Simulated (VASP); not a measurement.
A run of VASP 6.6.1 is set up as follows.

Contents of POSCAR:

```
LiF                                     
1.0
    0.0000000000      1.9988785027      1.9988785027
    1.9988785027      0.0000000000      1.9988785027
    1.9988785027      1.9988785027      0.0000000000
  Li              F             
     1     1
Direct
     0.0000000000000000    0.0000000000000000    0.0000000000000000
     0.5000000000000000    0.5000000000000000    0.5000000000000000
```

File INCAR.step1:

```
PREC = Accurate
ENCUT = 520
EDIFF = 1E-6
ISMEAR = 0
SIGMA = 0.02
LREAL = False
LASPH = True
NELM = 80
ALGO = Fast
ISIF = 2
LWAVE = False
LCHARG = True
GGA = PS
NBANDS = 12
```

Contents of KPOINTS.step1:

```
regular mesh
0
Gamma
  12 12 12
```

INCAR.step2

```
PREC = Accurate
ENCUT = 520
EDIFF = 1E-6
ISMEAR = 0
SIGMA = 0.05
LREAL = False
LASPH = True
NELM = 80
ALGO = Fast
ISIF = 2
LWAVE = False
LCHARG = False
GGA = PS
NBANDS = 12
ICHARG = 11
```

KPOINTS.step2

```
path GXWKGLUWLK,UX
20
line-mode
reciprocal
 0.0000000000  0.0000000000  0.0000000000  G
 0.5000000000  0.0000000000  0.5000000000  X

 0.5000000000  0.0000000000  0.5000000000  X
 0.5000000000  0.2500000000  0.7500000000  W

 0.5000000000  0.2500000000  0.7500000000  W
 0.3750000000  0.3750000000  0.7500000000  K

 0.3750000000  0.3750000000  0.7500000000  K
 0.0000000000  0.0000000000  0.0000000000  G

 0.0000000000  0.0000000000  0.0000000000  G
 0.5000000000  0.5000000000  0.5000000000  L

 0.5000000000  0.5000000000  0.5000000000  L
 0.6250000000  0.2500000000  0.6250000000  U

 0.6250000000  0.2500000000  0.6250000000  U
 0.5000000000  0.2500000000  0.7500000000  W

 0.5000000000  0.2500000000  0.7500000000  W
 0.5000000000  0.5000000000  0.5000000000  L

 0.5000000000  0.5000000000  0.5000000000  L
 0.3750000000  0.3750000000  0.7500000000  K

 0.6250000000  0.2500000000  0.6250000000  U
 0.5000000000  0.0000000000  0.5000000000  X
```

Potentials or basis: VASP PAW PBE potentials, release 64 (Li_sv, F).

The run is started by

```console
$ cat potpaw_PBE.64/Li_sv/POTCAR potpaw_PBE.64/F/POTCAR > POTCAR
$ cp INCAR.step1 INCAR
$ cp KPOINTS.step1 KPOINTS
$ mpirun -np 1 vasp_std > vasp.out
$ cp INCAR.step2 INCAR
$ cp KPOINTS.step2 KPOINTS
$ mpirun -np 1 vasp_std > vasp.out
```

(1) What does it give for the band gap on the k mesh?

(2) Estimate the band gap along the path.

Answers

(1) 9.12 eV, direct.

(2) 9.12 eV, direct.

Caveat: the log is that of the step along the path at fixed density, whose energy, stress, charges and moments have no meaning.
